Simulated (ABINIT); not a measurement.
Set up this calculation in ABINIT 10.8.3 (patched build), as the native input.

- Task: single point
- Functional: r2SCAN
- Potentials or basis: JTH PAW PBE v2.0
- Cutoff: 490 eV
- k mesh: 5 × 5 × 3
- Occupations: fermi-dirac, width 0.05 eV
- Spin: no spin polarisation
- Fine-grid cutoff: 979.61 eV

Crystal: SnSe2.

```
CELL_PARAMETERS angstrom
3.81100 0.00000 0.00000
-1.90550 3.30042 0.00000
0.00000 0.00000 6.13600
ATOMIC_POSITIONS crystal
Sn 0.00000 0.00000 0.00000
Se 0.66667 0.33333 0.75100
Se 0.33333 0.66667 0.24900
```

One way to write it, as run:

run.abi

```
# Pseudopotentials
pp_dirpath "./"
pseudos "Sn.GGA_PBE-JTH.xml, Se.GGA_PBE-JTH.xml"

# Structure
acell 3*1.0 Angstrom
rprim
     3.8110000000     0.0000000000     0.0000000000
    -1.9055000000     3.3004228138     0.0000000000
     0.0000000000     0.0000000000     6.1360000000
ntypat 2
znucl 50 34
natom 3
typat 1 2 2
xred
     0.0000000000     0.0000000000     0.0000000000
     0.6666666667     0.3333333333     0.7510000000
     0.3333333333     0.6666666667     0.2490000000

# Plane-wave basis
ecut 489.804952 eV
pawecutdg 36.0

# k points
kptopt 1
ngkpt 5 5 3
nshiftk 1
shiftk 0.0 0.0 0.0

# Exchange and correlation
ixc -497498
usekden 1
pawxcdev 0

# Bands and occupations
nband 17
occopt 3
tsmear 0.00183747

# SCF cycle
nstep 100
tolvrs 1.0e-8

# Output
iomode 3
prtwf 0
prtden 0
prteig 0
prtebands 0
enunit 1
prtvol 2
```

Potentials or basis: JTH PAW PBE v2.0.

Run with:

```sh
$ abinit run.abi > log 2>&1
```

It gave:

| Property | Result |
| --- | --- |
| Largest force | 0.470 eV/Å |
| Band gap on the k mesh | 1.08 eV, indirect (least direct gap 1.53 eV) |
| Valence electrons inside the program's atomic spheres | Sn 11.87; Se 3.98 |

Caveat: the PAW data sets were made with another functional, which shifts forces and pressure a little; spin-orbit coupling is left out, which moves the levels of the heavy elements; an odd mesh through Γ misses points on the zone boundary, where band edges often lie.

Wall time 50 s on 1 thread of Arm Neoverse V2, on a shared host, peak memory 0.14 GiB.
